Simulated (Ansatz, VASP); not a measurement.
# Two plane-wave programs on Pb

Contents of INCAR:

```
ALGO     = Normal         # electronic algorithm
EDIFF    = 1E-7           # SCF threshold, eV
ENCUT    = 520            # plane-wave cutoff, eV
GGA      = PS             # functional
ISIF     = 2              # what is computed and relaxed
ISMEAR   = -1             # smearing method
LASPH    = True           # aspherical terms in the spheres
LCHARG   = False          # write CHGCAR
LREAL    = False          # projectors in reciprocal space
LWAVE    = False          # write WAVECAR
NBANDS   = 13             # bands
NELM     = 80             # most SCF steps
PREC     = Accurate       # precision mode
SIGMA    = 0.05           # smearing width, eV
```

Contents of KPOINTS:

```
k-points
0
Gamma
  9 9 9
```

POSCAR

```
Pb
1.0
    0.0000000000      2.5075897876      2.5075897876
    2.5075897876      0.0000000000      2.5075897876
    2.5075897876      2.5075897876      0.0000000000
Pb
1
Direct
    0.0000000000      0.0000000000      0.0000000000
```

The input input.yaml:

```yaml
crystal:
  lattice:
    - [0.0, 2.5075897876, 2.5075897876]
    - [2.5075897876, 0.0, 2.5075897876]
    - [2.5075897876, 2.5075897876, 0.0]
  atoms:
    - { symbol: Pb, position: [0.0, 0.0, 0.0] }
hamiltonian:
  xc: pbesol
  pseudopotentials: { kind: paw }
kpoints:
  mp_grid: { grid: [9, 9, 9] }
scf:
  occupations: { method: fermi_dirac, width: 0.05 }
output:
  forces: true
  stress: true
  eigenvalues: true
```

Change from the starting cell: volume scaled by 1.04.

Alike in both runs: task single point; functional PBEsol; k mesh 9 × 9 × 9; occupations fermi-dirac, width 0.05 eV; no spin polarisation.

|  | VASP | Ansatz |
| --- | --- | --- |
| version | VASP 6.6.1 | Ansatz 0.2.0 |
| potentials or method | VASP PAW PBE potentials, release 64 (Pb_d) | Ansatz PAW |
| plane-wave cutoff (eV) | 520 | 420 |
| valence electrons in the cell | 14 | 14 |

Ansatz gave:

```
gap on the k mesh at the Fermi level (eV) : none
pressure (GPa)                            : -2.2
```

**Question.** What did VASP give for the same quantities?

**Answer.** gap on the k mesh at the Fermi level (eV): none; pressure (GPa): -2.3.

A gap of «none» marks a metal or a gap that the smearing closes. With one functional, cell and mesh, what is left measures potentials, basis and numerics.

Caveats: the PAW data sets were made with another functional, which shifts forces and pressure a little (VASP); the PAW data sets come from PBE, with cores solved anew for the run's functional, which leaves a small shift of forces and pressure (Ansatz). The runs have no spin-orbit coupling, so splittings on Pb are missing.
